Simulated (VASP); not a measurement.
# Mg (P6/mmm) in VASP: further runs

One crystal, Mg, is run at these levels: r2SCAN; tasks: single point.

All numbers are computed with VASP 6.6.1; they aren't measurements. Logs are shortened: lines on timing, memory, paths and dates and some standing lists are left out, and cuts for length are marked.

## (1) The crystal as given

It takes space group P6/mmm (No. 191, hexagonal). Conventional cell: a = 3.050 Å, b = 3.050 Å, c = 3.045 Å, α = 90.00°, β = 90.00°, γ = 120.00°. Around Mg (site symmetry 6/mmm) lie 8 Mg at 3.04 to 3.05 Å.

This isn't the form of Mg at room conditions, which is hcp.

## (2) Single point, r2SCAN

The input, INCAR:

```
ADDGRID = False
ALGO = Normal
EDIFF = 1E-6
ENCUT = 200
ISIF = 2
ISMEAR = 1
LASPH = True
LCHARG = False
LMIXTAU = True
LREAL = False
LWAVE = False
METAGGA = R2SCAN
NELM = 100
PREC = Accurate
SIGMA = 0.2
```

The input, KPOINTS:

```
k-points
0
Gamma
  9 9 8
```

The input, POSCAR:

```
Mg
1.0
    3.0502998005      0.0000000000      0.0000000000
   -1.5251499003      2.6416371164      0.0000000000
    0.0000000000      0.0000000000      3.0448375700
Mg
1
Direct
    0.0000000000      0.0000000000      0.0000000000
```

Potentials or basis: VASP PAW PBE potentials, release 64 (Mg).

Run with:

```
cat potpaw_PBE.64/Mg/POTCAR > POTCAR
mpirun -np 1 vasp_std > vasp.out
```

OUTCAR:

```text
EDIFF = 1E-6
   ENCUT = 200
   ISIF = 2
   ISMEAR = 1
   LASPH = True
   LREAL = False
   METAGGA = R2SCAN
   NELM = 100
   PREC = Accurate

 Found     60 irreducible k-points:

 Following reciprocal coordinates:
            Coordinates               Weight
  0.000000  0.000000  0.000000      1.000000
  0.111111  0.000000  0.000000      6.000000
  0.222222  0.000000  0.000000      6.000000
  0.333333  0.000000  0.000000      6.000000
  0.444444  0.000000  0.000000      6.000000
  0.111111  0.111111  0.000000      6.000000
   k-points           NKPTS =     60   k-points in BZ     NKDIM =     60   number of bands    NBANDS=      5
   number of dos      NEDOS =    301   number of ions     NIONS =      1
   total plane-waves  NPLWV =   2744
   dimension x,y,z NGX =    14 NGY =   14 NGZ =   14
   dimension x,y,z NGXF=    28 NGYF=   28 NGZF=   28
   ions per type =               1
   NGX,Y,Z   is equivalent  to a cutoff of   7.63,  7.63,  7.64 a.u.
   NGXF,Y,Z  is equivalent  to a cutoff of  15.26, 15.26, 15.29 a.u.
 SYSTEM =  unknown system
   PREC   = accura    normal or accurate (medium, high low for compatibility)
   ISTART =      0    job   : 0-new  1-cont  2-samecut
   ICHARG =      2    charge: 1-file 2-atom 10-const
   ISPIN  =      1    spin polarized calculation?
   LNONCOLLINEAR =      F non collinear calculations
   LSORBIT =      F    spin-orbit coupling
   LASPH  =      T    aspherical Exc in radial PAW
   ENCUT  =  200.0 eV  14.70 Ry    3.83 a.u.   3.52  3.52  3.51*2*pi/ulx,y,z
   NELM   =    100;   NELMIN=  2; NELMDL= -5     # of ELM steps
   EDIFF  = 0.1E-05   stopping-criterion for ELM
   LREAL  =      F    real-space projection
   EDIFFG = 0.1E-04   stopping-criterion for IOM
   NSW    =      0    number of steps for IOM
   IBRION =     -1    ionic relax: 0-MD 1-quasi-New 2-CG
   NFREE  =      0    steps in history (QN), initial steepest desc. (CG)
   ISIF   =      2    stress and relaxation
   ISYM   =      2    0-nonsym 1-usesym 2-fastsym
   POTIM  = 0.5000    time-step for ionic-motion
   TEBEG  =    0.0;   TEEND  =   0.0 temperature during run
   PSTRESS=    0.0 pullay stress
   NELECT =       2.0000    total number of electrons
   NUPDOWN=      -1.0000    fix difference up-down
   EMIN   =  10.00;   EMAX   =-10.00  energy-range for DOS
   EFERMI =   0.00;   METHOD = LEGACY
   ISMEAR =     1;   SIGMA  =   0.20  broadening in eV -4-tet -1-fermi 0-gaus
   EFERMI_NEDOS =   21; number of points for ismear=-14 and -15
   IALGO  =     38    algorithm
   IMIX   =      4    mixing-type and parameters
     AMIX     =   0.40;   BMIX     =  1.00
     AMIX_MAG =   1.60;   BMIX_MAG =  1.00
  volume/ion in A,a.u.               =      24.53       165.57
  Fermi-wavevector in a.u.,A,eV,Ry     =   0.709836  1.341396  6.855535  0.503868
  Thomas-Fermi vector in A             =   1.796524
   LORBIT       =      0    0 simple, 1 ext, 2 COOP (PROOUT), +10 PAW based schemes
   METAGGA = R2SCAN    functional components
   LHFCALC =     F    Hartree Fock is set to
   AEXX    =    0.0000 exact exchange contribution
   IVDW    =     0    specifies the selected vdW correction
   LEPSILON=     F    determine dielectric tensor
   LRPA    =     F    only Hartree local field effects (RPA)
 non-spin polarized calculation
 Methfessel and Paxton  Order N= 1 SIGMA  =   0.20
  energy-cutoff  :      200.00
  volume of cell :       24.53
 maximum number of plane-waves:       176
 NGX is ok and might be reduce to    14

 number of electron       2.0000000 magnetization

 Free energy of the ion-electron system (eV)
  ---------------------------------------------------
  ext. energy  EPLUGINS =         0.00000000
  ---------------------------------------------------
  free energy    TOTEN  =        -3.86962788 eV

  energy without entropy =       -3.86893130  energy(sigma->0) =       -3.86939569

 E-fermi :   2.4259     XC(G=0):  -8.8353

 val. band max:        2.4168457060   @ k =   0.4444   0.0000   0.1250
 cond. band min:       2.4272476274   @ k =   0.4444   0.1111   0.2500
 fundamental gap:      0.0104019214
 Fermi energy:         2.4258756240

 k-point     1 :       0.0000    0.0000    0.0000
  band No.  band energies     occupation
      1      -4.8372      2.00000
      2      10.8398      0.00000
      3      11.7545      0.00000
      4      15.7387      0.00000
      5      15.7388      0.00000

 k-point     2 :       0.1111    0.0000    0.0000
  band No.  band energies     occupation
      1      -4.5517      2.00000
      2      10.7263      0.00000
      3      11.9943      0.00000
      4      12.7306      0.00000
      5      14.4027      0.00000

 k-point     3 :       0.2222    0.0000    0.0000
  band No.  band energies     occupation
      1      -3.7002      2.00000
      2       8.3399      0.00000
      3      11.5125      0.00000
      4      12.7069      0.00000
      5      13.0243      0.00000

 k-point     4 :       0.3333    0.0000    0.0000
  band No.  band energies     occupation
      1      -2.2979      2.00000
      2       5.0505     -0.00000
      3      11.3653      0.00000
      4      12.0920      0.00000
      5      13.9012      0.00000

 k-point     5 :       0.4444    0.0000    0.0000
  band No.  band energies     occupation
      1      -0.3869      2.00000
      2       2.1606      2.06816
      3      11.1833      0.00000
      4      11.6253      0.00000
      5      15.5222      0.00000

 k-point     6 :       0.1111    0.1111    0.0000
  band No.  band energies     occupation
      1      -3.9832      2.00000
      2      10.0502      0.00000
      3      10.2332      0.00000
      4      12.4706      0.00000
      5      13.4176      0.00000

 [... further k-points ...]
[... 5 lines left out ...]
  --------------------------------------------------------------------------------------
  -------------------------------------------------------------------------------------
  Total        0.1600551      0.1600551     -0.1428890     -0.0000000      0.0000000      0.0000000
  in kB       10.4520192     10.4520192     -9.3310267     -0.0000000      0.0000000      0.0000000
  external PRESSURE =       3.8576706 kB  Pullay stress =       0.0000000 kB

 VOLUME and BASIS-vectors are now :
 -----------------------------------------------------------------------------
  energy-cutoff  :      200.00
  volume of cell :       24.53
      direct lattice vectors                 reciprocal lattice vectors
     3.050299800  0.000000000  0.000000000     0.327836628  0.189276565  0.000000000
    -1.525149900  2.641637116  0.000000000     0.000000000  0.378553130  0.000000000
     0.000000000  0.000000000  3.044837570     0.000000000  0.000000000  0.328424744

 POSITION                                       TOTAL-FORCE (eV/Angst)
 -----------------------------------------------------------------------------------
      0.00000      0.00000      0.00000        -0.000000      0.000000      0.000000
 -----------------------------------------------------------------------------------
    total drift:                               -0.000000     -0.000000     -0.000000

  FREE ENERGIE OF THE ION-ELECTRON SYSTEM (eV)
  ---------------------------------------------------
  free  energy   TOTEN  =        -3.8696278810 eV

  energy  without entropy=       -3.8689313014  energy(sigma->0) =       -3.86939569
```

OSZICAR:

```text
N       E                     dE             d eps       ncg     rms          rms(c)
DAV:   1    -0.366404124556E+01   -0.36640E+01   -0.47379E+02   625   0.119E+02
DAV:   2    -0.393629279717E+01   -0.27225E+00   -0.26169E+00   860   0.887E+00
DAV:   3    -0.393710488848E+01   -0.81209E-03   -0.81155E-03   705   0.501E-01
DAV:   4    -0.393710609233E+01   -0.12039E-05   -0.12039E-05   880   0.188E-02
DAV:   5    -0.393710609416E+01   -0.18312E-08   -0.15695E-08   755   0.464E-04    0.619E-01
DAV:   6    -0.384793257350E+01    0.89174E-01   -0.36385E-02   645   0.108E+00    0.452E-01
DAV:   7    -0.398083129869E+01   -0.13290E+00   -0.14428E-02   605   0.796E-01    0.156E-01
DAV:   8    -0.387066215442E+01    0.11017E+00   -0.42832E-02   605   0.791E-01    0.653E-02
DAV:   9    -0.387047611851E+01    0.18604E-03   -0.80039E-04   725   0.188E-01    0.690E-02
DAV:  10    -0.386784513870E+01    0.26310E-02   -0.34130E-04   635   0.104E-01    0.707E-02
DAV:  11    -0.386603318432E+01    0.18120E-02   -0.42568E-04   655   0.123E-01    0.109E-01
DAV:  12    -0.386591193238E+01    0.12125E-03   -0.15879E-03   600   0.232E-01    0.192E-01
DAV:  13    -0.386901059113E+01   -0.30987E-02   -0.28632E-03   630   0.319E-01    0.928E-02
DAV:  14    -0.386984019702E+01   -0.82961E-03   -0.27804E-04   640   0.135E-01    0.617E-02
DAV:  15    -0.386961742468E+01    0.22277E-03   -0.30294E-04   680   0.833E-02    0.974E-03
DAV:  16    -0.386960070308E+01    0.16722E-04   -0.64848E-06   645   0.176E-02    0.869E-03
DAV:  17    -0.386962832380E+01   -0.27621E-04   -0.41225E-06   610   0.137E-02    0.562E-03
DAV:  18    -0.386962788105E+01    0.44276E-06   -0.96143E-06   645   0.172E-02
   1 F= -.38696279E+01 E0= -.38693957E+01  d E =-.696580E-03
```

Run time: 4.7 s. Hardware: 1 thread of Intel Xeon 6975P-C (Granite Rapids), shared host; peak memory 0.1 GiB.

These settings aren't checked as converged: the numbers below hold their error.

Results:

- Free energy: -3.8696 eV
- Band gap on the k mesh: none (metal or under the smearing width)

Caveat: the cutoff is under 1.25 times the usual one of these potentials, so pressure, stress and relaxed cells hold a basis-set (Pulay) error; the PAW data sets were made with another functional, which shifts forces and pressure a little.

## (3) Single point, r2SCAN

This run uses another cell than the first one, of the same volume but with other edges.

INCAR is that of step 2.

KPOINTS is that of step 2.

The input, POSCAR:

```
Mg
1.0
    3.1430880000     -0.0084060000     -0.0278050000
   -1.5788240000      2.6046760000      0.0276970000
   -0.0277550000      0.0158990000      3.0020770000
Mg
1
Direct
   -0.0144770000      0.0117080000      0.0082640000
```

Potentials or basis: VASP PAW PBE potentials, release 64 (Mg).

Run with:

```
cat potpaw_PBE.64/Mg/POTCAR > POTCAR
mpirun -np 1 vasp_std > vasp.out
```

It took 14 s on 1 thread of Intel Xeon 6975P-C (Granite Rapids), shared host; peak memory 0.11 GiB.

The run converged, but some of its settings lie outside the range that counts as converged, so its numbers aren't taken as properties of the crystal.

What came out:

* Free energy: -3.8682 eV
* Band gap on the k mesh: none (metal or under the smearing width)

Caveat: the cutoff is under 1.25 times the usual one of these potentials, so pressure, stress and relaxed cells hold a basis-set (Pulay) error; the PAW data sets were made with another functional, which shifts forces and pressure a little.

## (4) Single point, r2SCAN

Edit INCAR of step 3 so:

```diff
@@ -3,3 +3,3 @@
 EDIFF = 1E-6
-ENCUT = 200
+ENCUT = 350
 ISIF = 2
```

The input, KPOINTS:

```
k-points
0
Gamma
  7 7 6
```

The input, POSCAR:

```
Mg
1.0
    3.0502998005      0.0000000000      0.0000000000
   -1.5251499003      2.6416371164      0.0000000000
    0.0000000000      0.0000000000      3.0448375700
Mg
1
Direct
    0.0000000000      0.0000000000      0.0000000000
```

Run with:

```
cat potpaw_PBE.64/Mg/POTCAR > POTCAR
mpirun -np 1 vasp_std > vasp.out
```

Run time: 8.2 s. Hardware: 1 thread of Intel Xeon 6975P-C (Granite Rapids), shared host; peak memory 0.12 GiB.

The run converged, but some of its settings lie outside the range that counts as converged, so its numbers aren't taken as properties of the crystal.

What came out:

| Item | Value |
| --- | --- |
| Free energy | -3.8680 eV |
| Pressure | 0.9 GPa |
| Band gap on the k mesh | none (metal or under the smearing width) |

Caveat: the PAW data sets were made with another functional, which shifts forces and pressure a little.

## (5) Single point, r2SCAN

This run uses another cell than the first one, of the same volume but with other edges.

INCAR is that of step 4.

KPOINTS is that of step 4.

The input, POSCAR:

```
Mg
1.0
    3.1430880000     -0.0084060000     -0.0278050000
   -1.5788240000      2.6046760000      0.0276970000
   -0.0277550000      0.0158990000      3.0020770000
Mg
1
Direct
   -0.0144770000      0.0117080000      0.0082640000
```

Run with:

```
cat potpaw_PBE.64/Mg/POTCAR > POTCAR
mpirun -np 1 vasp_std > vasp.out
```

Run time: 22 s. Hardware: 1 thread of Intel Xeon 6975P-C (Granite Rapids), shared host; peak memory 0.13 GiB.

These settings aren't checked as converged: the numbers below hold their error.

What came out:

```
Free energy            : -3.8745 eV
Pressure               : 0.4 GPa
Band gap on the k mesh : none (metal or under the smearing width)
```

Caveat: the PAW data sets were made with another functional, which shifts forces and pressure a little.

## (6) Single point, r2SCAN

Edit INCAR of step 5 so:

```diff
@@ -3,3 +3,3 @@
 EDIFF = 1E-6
-ENCUT = 350
+ENCUT = 400
 ISIF = 2
```

KPOINTS is that of step 5.

The input, POSCAR:

```
Mg
1.0
    3.0502998005      0.0000000000      0.0000000000
   -1.5251499003      2.6416371164      0.0000000000
    0.0000000000      0.0000000000      3.0448375700
Mg
1
Direct
    0.0000000000      0.0000000000      0.0000000000
```

Potentials or basis: VASP PAW PBE potentials, release 64 (Mg).

Run with:

```
cat potpaw_PBE.64/Mg/POTCAR > POTCAR
mpirun -np 1 vasp_std > vasp.out
```

Wall time 8.1 s (1 thread of Intel Xeon 6975P-C (Granite Rapids), shared host); peak memory 0.12 GiB.

These settings aren't checked as converged: the numbers below hold their error.

Results:

```
Free energy            : -3.8681 eV
Pressure               : 0.9 GPa
Band gap on the k mesh : none (metal or under the smearing width)
```

Caveat: the PAW data sets were made with another functional, which shifts forces and pressure a little.
